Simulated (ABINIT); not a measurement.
Crystal: W.

```
CELL_PARAMETERS angstrom
-1.58234 1.58234 1.58234
1.58234 -1.58234 1.58234
1.58234 1.58234 -1.58234
ATOMIC_POSITIONS crystal
W 0.00000 0.00000 0.00000
```

Base run:

| Quantity | Value |
| --- | --- |
| Program | ABINIT 10.8.3 (patched build) |
| Functional | PBE |
| Potentials or basis | JTH PAW PBE v2.0 |
| Cutoff | 435 eV |
| k mesh | 12 × 12 × 12 |
| Occupations | fermi-dirac, width 0.05 eV |
| Spin | spin-orbit coupling, no magnetisation |

Its results: band gap on the k mesh none (metal or under the smearing width); pressure 6.3 GPa.

Question: The run is repeated on the same cell with these changes: spin from spin-orbit coupling, no magnetisation to no spin polarisation. What comes out?

Answer: Band gap on the k mesh none (metal or under the smearing width); pressure 5.3 GPa.

Caveats: spin-orbit coupling is left out, which moves the levels of the heavy elements (some runs).
